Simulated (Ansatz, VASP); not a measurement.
**Li in VASP and in Ansatz**

Contents of INCAR:

```
PREC = Accurate ; ENCUT = 520
EDIFF = 1E-7 ; ISMEAR = 1
SIGMA = 0.1 ; LREAL = False
LASPH = True ; NELM = 80
ALGO = Normal ; ISIF = 2
LWAVE = False ; LCHARG = True
GGA = PS ; IVDW = 12
LELF = True ; LVHAR = True
NBANDS = 12
```

Contents of KPOINTS:

```
regular mesh
0
Gamma
  5 5 7
```

POSCAR

```
Li
1.0
    4.9195300000     -0.0140600000      0.0522700000
   -2.4719400000      4.3388300000     -0.0110300000
    0.0305100000      0.0101800000      2.8498100000
Li
3
Direct
    0.9992726113      0.9929733725      0.9877853537
    0.6600100000      0.3333333333      0.4808300000
    0.3280000000      0.6520300000      0.4962800000
```

Input for Ansatz:

```yaml
crystal:
  lattice:
    - [4.91953, -0.01406, 0.05227]
    - [-2.47194, 4.33883, -0.01103]
    - [0.03051, 0.01018, 2.84981]
  atoms:
    - { symbol: Li, position: [0.9992726112798213, 0.9929733724562523, 0.9877853536574706] }
    - { symbol: Li, position: [0.66001, 0.3333333333333333, 0.48083] }
    - { symbol: Li, position: [0.328, 0.65203, 0.49628] }
basis:
  ecutwfc: 540.0
  xc_grid: 2
kpoints:
  mp_grid:
    grid: [5, 5, 7]
hamiltonian:
  xc: pbesol
  dispersion: d3bj
scf:
  convergence:
    dr2_threshold: 1.0e-09
  occupations:
    method: cold
  initial_density:
    normalization: cell
output:
  forces: true
  stress: true
```

This isn't the form of Li at room conditions, which is bcc.

Alike in both runs: task single point; functional PBEsol; dispersion D3(BJ); k mesh 5 × 5 × 7; no spin polarisation.

```csv
,VASP,Ansatz
version,VASP 6.6.1,Ansatz 0.2.0
potentials or method,"VASP PAW PBE potentials, release 64 (Li_sv)","plane waves, PAW"
plane-wave cutoff (eV),520,540
occupations,"methfessel-paxton of order 1, width 0.1 eV",cold
valence electrons in the cell,9,9
```

|  | VASP | Ansatz | Ansatz less VASP |
| --- | --- | --- | --- |
| rms of the force components (eV/Å) | 0.043 | 0.043 | -0.0003 |
| dispersion energy (meV/atom) | -149.1 | -149.1 | -0.04 |

Atom by atom the forces differ by 0.001 eV/Å (rms over components). Ansatz warned: «stress_scf_threshold_loose».

Caveats: the PAW data sets were made with another functional, which shifts forces and pressure a little (VASP).
